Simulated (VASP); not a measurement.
# TiAl3: equation of state with PBEsol

Crystal: TiAl3.

```xyz
4
Lattice="2.8397 0.0000 0.0000 0.0000 4.6813 0.0000 0.0000 0.0000 4.9007" Properties=species:S:1:pos:R:3 pbc="T T T"
Ti    0.0000    2.3406    0.8131
Al    0.0000    0.0000    4.0965
Al    1.4198    0.0000    1.6217
Al    1.4198    2.3406    3.2701
```

The cell comes from a database or a generator and needn't be the stable form of this composition.

| Property | Result |
| --- | --- |
| Program | VASP 6.6.1 |
| Task | equation of state |
| Functional | PBEsol |
| Potentials or basis | VASP PAW PBE potentials, release 64 (Ti_sv, Al) |
| Cutoff | 520 eV |
| k mesh | 9 × 6 × 6 |
| Occupations | fermi-dirac, width 0.05 eV |
| Spin | no spin polarisation |
| Ladder | free |
| Further INCAR settings | ALGO = Normal; EDIFF = 1e-07; NBANDS = 18 |

The equilibrium volume is 15.91 Å³/atom, the bulk modulus at fixed shape and positions is 104 GPa and the pressure derivative of the bulk modulus is 4.1.

Energy against volume, from the lowest point:
```tsv
volume (Å³/atom)	energy (meV/atom)
15.310	7.86
15.635	1.56
15.961	0.00
16.287	2.72
16.612	9.29
16.938	19.33
17.264	32.50
```

All runs of the series together: 4.4 min on 1 thread of Intel(R) Xeon(R) 6975P-C (Granite Rapids), on a shared host.

Caveat: the cell was scaled at fixed shape and fractional positions, which overstates the stiffness of a crystal with free parameters, most of all of layers and chains; the PAW data sets were made with another functional, which shifts forces and pressure a little.
